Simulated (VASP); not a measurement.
# ZnS in VASP: one cell, several levels of theory

What does VASP give for zincblende ZnS, under +4.0 % biaxial strain in the (111) plane, free along [111], the cell held fixed? Runs: PBE, r2SCAN.

Code: VASP 6.6.1. PAW datasets, plane waves. No spin polarisation and no zero-point or thermal motion.

**1. The system as given**

The cell comes from an earlier relaxation with r2SCAN in another program, then strained, with the atoms relaxed again.

It is trigonal, R3m (No. 160); a = 3.962 Å, c = 9.118 Å in the conventional setting, 20.66 Å³ an atom. Zn has 4 S at 2.34–2.39 Å; S has 4 Zn at 2.34–2.39 Å.

Coordinates:

```
CELL_PARAMETERS angstrom
-0.11315 2.68870 2.68870
2.68870 -0.11315 2.68870
2.68870 2.68870 -0.11315
ATOMIC_POSITIONS crystal
Zn 0.99669 0.99669 0.99669
S 0.25331 0.25331 0.25331
```

**2. PBE at this geometry**

Contents of INCAR:

```
ENCUT = 520.000000
SIGMA = 0.020000
EDIFF = 1.00e-07
GGA = PE
PREC = Accurate
IBRION = -1
ISIF = 2
ISMEAR = -1
NBANDS = 16
NELM = 120
NSW = 0
LASPH = .TRUE.
LCHARG = .FALSE.
LWAVE = .FALSE.
LREAL = .FALSE.
```

Contents of KPOINTS:

```
KPOINTS created by Atomic Simulation Environment
0
Gamma
8 8 8
0 0 0
```

Contents of KPOINTS_OPT:

```
special points
6
Reciprocal
0.0000000000 0.0000000000 0.0000000000 1
-0.5000000000 -0.5000000000 0.0000000000 1
-0.3750000000 -0.3750000000 0.2500000000 1
-0.3750000000 0.0000000000 0.3750000000 1
0.0000000000 0.0000000000 0.5000000000 1
-0.5000000000 -0.2500000000 0.2500000000 1
```

Contents of POSCAR:

```
Zn S
 1.0000000000000000
    -0.1131538066000000    2.6886954582000002    2.6886954582000002
     2.6886954582000002   -0.1131538066000000    2.6886954582000002
     2.6886954582000002    2.6886954582000002   -0.1131538066000000
 Zn  S
   1   1
Cartesian
 -0.0174340777185392 -0.0174340777185392 -0.0174340777185392
  1.3334933551685391  1.3334933551685391  1.3334933551685393
```

The run uses the recommended PBE PAW datasets (18 valence electrons a neutral cell).

Started as:

```sh
$ mpirun -np 1 vasp_std
```

Printed to the terminal (iteration lines stand in OSZICAR):

```text
POSCAR found type information on POSCAR ZnS
 POSCAR found :  2 types and       2 ions
 LDA part: xc-table for (Slater+PW92), standard interpolation
 POSCAR, INCAR and KPOINTS ok, starting setup
 FFT: planning ... GRIDC
 FFT: planning ... GRID_SOFT
 FFT: planning ... GRID
 WAVECAR not read
 entering main loop
 Start KPOINTS_OPT (optional k-point list driver)
k-point batch [1-6\6]
```

OSZICAR:

```text
N       E                     dE             d eps       ncg     rms          rms(c)
DAV:   1     0.891090898049E+02    0.89109E+02   -0.87686E+03  2080   0.132E+03
DAV:   2    -0.137867787159E+01   -0.90488E+02   -0.84651E+02  2416   0.257E+02
DAV:   3    -0.719010835990E+01   -0.58114E+01   -0.57878E+01  2536   0.638E+01
DAV:   4    -0.725304653583E+01   -0.62938E-01   -0.62925E-01  2584   0.696E+00
DAV:   5    -0.725381755878E+01   -0.77102E-03   -0.77101E-03  2624   0.727E-01    0.633E+00
DAV:   6    -0.683880739315E+01    0.41501E+00   -0.74411E-01  3160   0.293E+01    0.498E+00
DAV:   7    -0.681931809635E+01    0.19489E-01   -0.23795E-01  2512   0.430E+00    0.256E+00
DAV:   8    -0.681850660535E+01    0.81149E-03   -0.50602E-03  2584   0.738E-01    0.656E-01
DAV:   9    -0.681878960466E+01   -0.28300E-03   -0.11684E-03  2576   0.275E-01    0.105E-01
DAV:  10    -0.681896080901E+01   -0.17120E-03   -0.19022E-04  2568   0.140E-01    0.492E-02
DAV:  11    -0.681895832028E+01    0.24887E-05   -0.37334E-05  2512   0.962E-02    0.925E-03
DAV:  12    -0.681895945774E+01   -0.11375E-05   -0.35224E-06  2848   0.233E-02    0.354E-03
DAV:  13    -0.681895969864E+01   -0.24089E-06   -0.66099E-07  2720   0.777E-03    0.204E-03
DAV:  14    -0.681895971059E+01   -0.11953E-07   -0.10293E-07  2552   0.261E-03
   1 F= -.68189597E+01 E0= -.68189597E+01  d E =-.635200E-11
       N       E                     dE             ncg
DAV:   1     0.234827999530E+04   -0.30941E+04      192
DAV:   2     0.183860927088E+04   -0.50967E+03      224
DAV:   3     0.180657481805E+04   -0.32034E+02      240
DAV:   4     0.180627064604E+04   -0.30417E+00      240
DAV:   5     0.180626712013E+04   -0.35259E-02      248
DAV:   6     0.180626704935E+04   -0.70770E-04      232
DAV:   7     0.180626704771E+04   -0.16495E-05      256
DAV:   8     0.180626704767E+04   -0.38764E-07      208
```

The lines after F= are the extra pass for the points of KPOINTS_OPT, at fixed density; their E is not a total energy.

From OUTCAR:

```text
k-points           NKPTS =     65   k-points in BZ     NKDIM =     65   number of bands    NBANDS=     16

   NELECT =      18.0000    total number of electrons

   dimension x,y,z NGX =    28 NGY =   28 NGZ =   28
   dimension x,y,z NGXF=    56 NGYF=   56 NGZF=   56

  energy-cutoff  :      520.00
  volume of cell :       41.33
      direct lattice vectors                 reciprocal lattice vectors
    -0.113153807  2.688695458  2.688695458    -0.174617742  0.182289395  0.182289395
     2.688695458 -0.113153807  2.688695458     0.182289395 -0.174617742  0.182289395
     2.688695458  2.688695458 -0.113153807     0.182289395  0.182289395 -0.174617742

 k-points in reciprocal lattice and weights: KPOINTS created by Atomic Simulation Env
   0.00000000  0.00000000  0.00000000       0.002
   0.12500000  0.00000000  0.00000000       0.012
   0.25000000  0.00000000  0.00000000       0.012
   0.37500000  0.00000000 -0.00000000       0.012
   0.50000000  0.00000000  0.00000000       0.006
   0.12500000  0.12500000  0.00000000       0.012
   0.25000000  0.12500000  0.00000000       0.023
   0.37500000  0.12500000  0.00000000       0.023
[... 57 more k-points ...]

 E-fermi :   2.2341

 k-point     1 :       0.0000    0.0000    0.0000
  band No.  band energies     occupation
      1     -11.1347      2.00000
      2      -4.4837      2.00000
      3      -4.4837      2.00000
      4      -4.4628      2.00000
      5      -4.0371      2.00000
      6      -4.0371      2.00000
      7       1.6011      2.00000
      8       1.6011      2.00000
      9       1.8473      2.00000
     10       3.5468      0.00000
     11       7.8715      0.00000
     12       7.8715      0.00000
     13       8.7271      0.00000
     14      13.3252      0.00000
     15      13.4153      0.00000
     16      13.4153      0.00000

 k-point     2 :       0.1250    0.0000    0.0000
  band No.  band energies     occupation
      1     -11.0311      2.00000
      2      -4.4790      2.00000
      3      -4.4642      2.00000
      4      -4.4449      2.00000
      5      -4.0396      2.00000
      6      -4.0368      2.00000
      7       0.5231      2.00000
      8       1.4765      2.00000
      9       1.7023      2.00000
     10       4.3939      0.00000
     11       7.8738      0.00000
     12       8.1246      0.00000
     13       8.8490      0.00000
     14      12.7762      0.00000
     15      12.9627      0.00000
     16      14.1446      0.00000

 k-point     3 :       0.2500    0.0000    0.0000
  band No.  band energies     occupation
      1     -10.7618      2.00000
      2      -4.4353      2.00000
      3      -4.4204      2.00000
      4      -4.3977      2.00000
      5      -4.0404      2.00000
      6      -4.0301      2.00000
      7      -1.1115      2.00000
      8       1.2023      2.00000
      9       1.4190      2.00000
     10       5.0686      0.00000
     11       8.3638      0.00000
     12       8.5683      0.00000
     13       9.1308      0.00000
     14      12.4044      0.00000
     15      12.9631      0.00000
     16      13.9013      0.00000

 k-point     4 :       0.3750    0.0000   -0.0000
  band No.  band energies     occupation
      1     -10.4590      2.00000
      2      -4.3865      2.00000
      3      -4.3839      2.00000
      4      -4.2140      2.00000
      5      -4.0310      2.00000
      6      -4.0109      2.00000
      7      -2.5302      2.00000
      8       0.9559      2.00000
      9       1.1660      2.00000
     10       5.0924      0.00000
     11       8.6812      0.00000
     12       8.9194      0.00000
     13       9.7132      0.00000
     14      13.2445      0.00000
     15      13.4855      0.00000
     16      14.1318      0.00000

 k-point     5 :       0.5000    0.0000    0.0000
  band No.  band energies     occupation
      1     -10.3211      2.00000
      2      -4.3754      2.00000
      3      -4.3717      2.00000
      4      -4.0233      2.00000
      5      -4.0145      2.00000
      6      -3.8693      2.00000
      7      -3.3218      2.00000
      8       0.8598      2.00000
      9       1.0674      2.00000
     10       5.0398      0.00000
     11       8.6414      0.00000
     12       8.8834      0.00000
     13      10.2948      0.00000
     14      13.7306      0.00000
     15      14.4172      0.00000
     16      14.9792      0.00000

[... the tables of k-points 6 to 65 left out ...]

  Total       -0.3735771     -0.3735771     -0.3735771      0.4712143      0.4712143      0.4712143
  in kB      -14.4832443    -14.4832443    -14.4832443     18.2685500     18.2685500     18.2685500
  external PRESSURE =     -14.4832443 kB  Pullay stress =       0.0000000 kB

 POSITION                                       TOTAL-FORCE (eV/Angst)
 -----------------------------------------------------------------------------------
      5.24680      5.24680      5.24680        -0.011733     -0.011733     -0.011733
      1.33349      1.33349      1.33349         0.011733      0.011733      0.011733
 -----------------------------------------------------------------------------------
    total drift:                               -0.000191     -0.000191     -0.000190

  FREE ENERGIE OF THE ION-ELECTRON SYSTEM (eV)
  ---------------------------------------------------
  free  energy   TOTEN  =        -6.8189597106 eV

  energy  without entropy=       -6.8189597106  energy(sigma->0) =       -6.81895971
```

Run time: 38 s. Hardware: 1 MPI rank of Intel Xeon Platinum 8488C, shared host; peak memory 0.2 GiB.

The levels at the points of KPOINTS_OPT are read from vasprun.xml.

Band energies at the special points (eV, zero at the top of v, the last band that the electrons fill by count):

| point | v−1 | v | c | c+1 |
| --- | --- | --- | --- | --- |
| Γ | -0.25 | 0.00 | 1.70 | 6.02 |
| X | -2.40 | -1.99 | 3.19 | 4.07 |
| U | -2.96 | -1.99 | 3.70 | 6.02 |
| K | -3.12 | -1.64 | 4.30 | 5.33 |
| L | -0.99 | -0.78 | 3.19 | 6.79 |
| W | -2.76 | -2.60 | 5.28 | 5.84 |

The PBE gap is 1.70 eV, direct at Γ. Pressure: -1.45 GPa, and the largest force is 0.020 eV/Å, on atom 1 (Zn).

**3. r2SCAN at this geometry**

Contents of INCAR:

```
ENCUT = 520.000000
SIGMA = 0.010000
EDIFF = 1.00e-07
ALGO = Normal
METAGGA = R2SCAN
PREC = Accurate
IBRION = -1
ISIF = 2
ISMEAR = 0
NBANDS = 16
NELM = 120
NSW = 0
LASPH = .TRUE.
LCHARG = .FALSE.
LWAVE = .FALSE.
LREAL = .FALSE.
```

KPOINTS is that of step 2.

KPOINTS_OPT is that of step 2.

POSCAR is that of step 2.

Started as:

```sh
$ mpirun -np 1 vasp_std
```

Standard output, without the iteration lines:

```text
POSCAR found type information on POSCAR ZnS
 POSCAR found :  2 types and       2 ions
 -----------------------------------------------------------------------------
|                                                                             |
|                                                                             |
|     You enforced a specific xc type in the INCAR file but a different       |
|     I HOPE YOU KNOW WHAT YOU ARE DOING!                                     |
|                                                                             |
 -----------------------------------------------------------------------------

 LDA part: xc-table for (None), standard interpolation
 POSCAR, INCAR and KPOINTS ok, starting setup
 FFT: planning ... GRIDC
 FFT: planning ... GRID_SOFT
 FFT: planning ... GRID
 WAVECAR not read
 entering main loop
 Start KPOINTS_OPT (optional k-point list driver)
k-point batch [1-6\6]
```

OSZICAR:

```text
N       E                     dE             d eps       ncg     rms          rms(c)
DAV:   1     0.757767270714E+02    0.75777E+02   -0.89198E+03  2080   0.135E+03
DAV:   2    -0.159554109768E+02   -0.91732E+02   -0.85874E+02  2424   0.262E+02
DAV:   3    -0.218480016497E+02   -0.58926E+01   -0.58701E+01  2464   0.656E+01
DAV:   4    -0.219092617675E+02   -0.61260E-01   -0.61247E-01  2656   0.704E+00
DAV:   5    -0.219099489272E+02   -0.68716E-03   -0.68715E-03  2528   0.688E-01    0.653E+00
DAV:   6    -0.188160574061E+02    0.30939E+01   -0.14561E+00  2232   0.367E+01    0.594E+00
DAV:   7    -0.187881183766E+02    0.27939E-01   -0.41535E-01  2640   0.993E+00    0.347E+00
DAV:   8    -0.188049769352E+02   -0.16859E-01   -0.31120E-02  2728   0.167E+00    0.114E+00
DAV:   9    -0.188070829383E+02   -0.21060E-02   -0.29732E-03  2576   0.112E+00    0.939E-02
DAV:  10    -0.188072391980E+02   -0.15626E-03   -0.83407E-04  2576   0.294E-01    0.724E-02
DAV:  11    -0.188072866820E+02   -0.47484E-04   -0.16408E-04  2616   0.275E-01    0.208E-02
DAV:  12    -0.188072882583E+02   -0.15763E-05   -0.37918E-05  2568   0.136E-01    0.774E-03
DAV:  13    -0.188072947769E+02   -0.65186E-05   -0.64907E-06  2784   0.553E-02    0.557E-03
DAV:  14    -0.188072953794E+02   -0.60246E-06   -0.14295E-06  2232   0.128E-02    0.103E-03
DAV:  15    -0.188072954164E+02   -0.36977E-07   -0.32574E-08  1280   0.159E-03
   1 F= -.18807295E+02 E0= -.18807295E+02  d E =-.943484E-13
       N       E                     dE             ncg
DAV:   1     0.231932938318E+04   -0.31230E+04      192
DAV:   2     0.179376545717E+04   -0.52556E+03      224
DAV:   3     0.176084880082E+04   -0.32917E+02      240
DAV:   4     0.176054441898E+04   -0.30438E+00      240
DAV:   5     0.176054105311E+04   -0.33659E-02      248
DAV:   6     0.176054098733E+04   -0.65773E-04      224
DAV:   7     0.176054098583E+04   -0.15037E-05      272
DAV:   8     0.176054098579E+04   -0.34607E-07      192
```

OUTCAR, selected sections:

```text
k-points           NKPTS =     65   k-points in BZ     NKDIM =     65   number of bands    NBANDS=     16

   NELECT =      18.0000    total number of electrons

   dimension x,y,z NGX =    28 NGY =   28 NGZ =   28
   dimension x,y,z NGXF=    56 NGYF=   56 NGZF=   56

  energy-cutoff  :      520.00
  volume of cell :       41.33
      direct lattice vectors                 reciprocal lattice vectors
    -0.113153807  2.688695458  2.688695458    -0.174617742  0.182289395  0.182289395
     2.688695458 -0.113153807  2.688695458     0.182289395 -0.174617742  0.182289395
     2.688695458  2.688695458 -0.113153807     0.182289395  0.182289395 -0.174617742

 k-points in reciprocal lattice and weights: KPOINTS created by Atomic Simulation Env
   0.00000000  0.00000000  0.00000000       0.002
   0.12500000  0.00000000  0.00000000       0.012
   0.25000000  0.00000000  0.00000000       0.012
   0.37500000  0.00000000 -0.00000000       0.012
   0.50000000  0.00000000  0.00000000       0.006
   0.12500000  0.12500000  0.00000000       0.012
   0.25000000  0.12500000  0.00000000       0.023
   0.37500000  0.12500000  0.00000000       0.023
[... 57 more k-points ...]

 E-fermi :   1.6220

 k-point     1 :       0.0000    0.0000    0.0000
  band No.  band energies     occupation
      1     -11.9363      2.00000
      2      -4.9223      2.00000
      3      -4.9223      2.00000
      4      -4.9029      2.00000
      5      -4.4349      2.00000
      6      -4.4349      2.00000
      7       1.3186      2.00000
      8       1.3186      2.00000
      9       1.5789      2.00000
     10       3.8069      0.00000
     11       8.0941      0.00000
     12       8.0941      0.00000
     13       8.9850      0.00000
     14      13.6813      0.00000
     15      13.6813      0.00000
     16      13.6833      0.00000

 k-point     2 :       0.1250    0.0000    0.0000
  band No.  band energies     occupation
      1     -11.8304      2.00000
      2      -4.9160      2.00000
      3      -4.9017      2.00000
      4      -4.8831      2.00000
      5      -4.4373      2.00000
      6      -4.4345      2.00000
      7       0.2752      2.00000
      8       1.1921      2.00000
      9       1.4280      2.00000
     10       4.6258      0.00000
     11       8.0862      0.00000
     12       8.3562      0.00000
     13       9.1109      0.00000
     14      13.0198      0.00000
     15      13.2092      0.00000
     16      14.5328      0.00000

 k-point     3 :       0.2500    0.0000    0.0000
  band No.  band energies     occupation
      1     -11.5555      2.00000
      2      -4.8689      2.00000
      3      -4.8549      2.00000
      4      -4.8290      2.00000
      5      -4.4382      2.00000
      6      -4.4279      2.00000
      7      -1.4029      2.00000
      8       0.9125      2.00000
      9       1.1374      2.00000
     10       5.3177      0.00000
     11       8.5847      0.00000
     12       8.8054      0.00000
     13       9.3875      0.00000
     14      12.6438      0.00000
     15      13.2260      0.00000
     16      14.1924      0.00000

 k-point     4 :       0.3750    0.0000   -0.0000
  band No.  band energies     occupation
      1     -11.2472      2.00000
      2      -4.8203      2.00000
      3      -4.8147      2.00000
      4      -4.6282      2.00000
      5      -4.4293      2.00000
      6      -4.4094      2.00000
      7      -2.8726      2.00000
      8       0.6596      2.00000
      9       0.8769      2.00000
     10       5.3295      0.00000
     11       8.8924      0.00000
     12       9.1399      0.00000
     13       9.9740      0.00000
     14      13.5487      0.00000
     15      13.7793      0.00000
     16      14.4813      0.00000

 k-point     5 :       0.5000    0.0000    0.0000
  band No.  band energies     occupation
      1     -11.1072      2.00000
      2      -4.8077      2.00000
      3      -4.8007      2.00000
      4      -4.4219      2.00000
      5      -4.4133      2.00000
      6      -4.2711      2.00000
      7      -3.6908      2.00000
      8       0.5607      2.00000
      9       0.7751      2.00000
     10       5.2702      0.00000
     11       8.8378      0.00000
     12       9.0895      0.00000
     13      10.5529      0.00000
     14      14.0937      0.00000
     15      14.7731      0.00000
     16      15.3570      0.00000

[... the tables of k-points 6 to 65 left out ...]

  Total       -0.9769447     -0.9769447     -0.9769447      0.4924810      0.4924810      0.4924810
  in kB      -37.8752570    -37.8752570    -37.8752570     19.0930420     19.0930420     19.0930420
  external PRESSURE =     -37.8752570 kB  Pullay stress =       0.0000000 kB

 POSITION                                       TOTAL-FORCE (eV/Angst)
 -----------------------------------------------------------------------------------
      5.24680      5.24680      5.24680         0.001133      0.001133      0.001133
      1.33349      1.33349      1.33349        -0.001133     -0.001133     -0.001133
 -----------------------------------------------------------------------------------
    total drift:                                0.002360      0.002360      0.002361

  FREE ENERGIE OF THE ION-ELECTRON SYSTEM (eV)
  ---------------------------------------------------
  free  energy   TOTEN  =       -18.8072954164 eV

  energy  without entropy=      -18.8072954164  energy(sigma->0) =      -18.80729542
```

Run time: 1.9 min. Hardware: 1 MPI rank of Intel Xeon Platinum 8488C, shared host; peak memory 0.21 GiB.

The levels at the points of KPOINTS_OPT are read from vasprun.xml.

Near the gap, in eV above the top of the last filled band v; c is the band after it:

| point | v−1 | v | c | c+1 |
| --- | --- | --- | --- | --- |
| Γ | -0.26 | 0.00 | 2.23 | 6.52 |
| X | -2.48 | -2.05 | 3.50 | 4.47 |
| U | -3.04 | -2.05 | 4.06 | 6.49 |
| K | -3.21 | -1.69 | 4.69 | 5.78 |
| L | -1.02 | -0.80 | 3.69 | 7.26 |
| W | -2.84 | -2.67 | 5.67 | 6.32 |

Gap with r2SCAN: 2.23 eV, direct (Γ). The pressure is -3.79 GPa; the forces vanish within 0.01 eV/Å.

**4. What came out**

| level | gap (eV) | pressure (GPa) |
| --- | --- | --- |
| PBE | 1.70 | -1.45 |
| r2SCAN | 2.23 | -3.79 |

**Reading.** The gap spans 1.70 eV (PBE) to 2.23 eV (r2SCAN). At this one volume the pressure spans -3.8 GPa (r2SCAN) to -1.4 GPa (PBE): PBE wants the largest cell and r2SCAN the smallest.
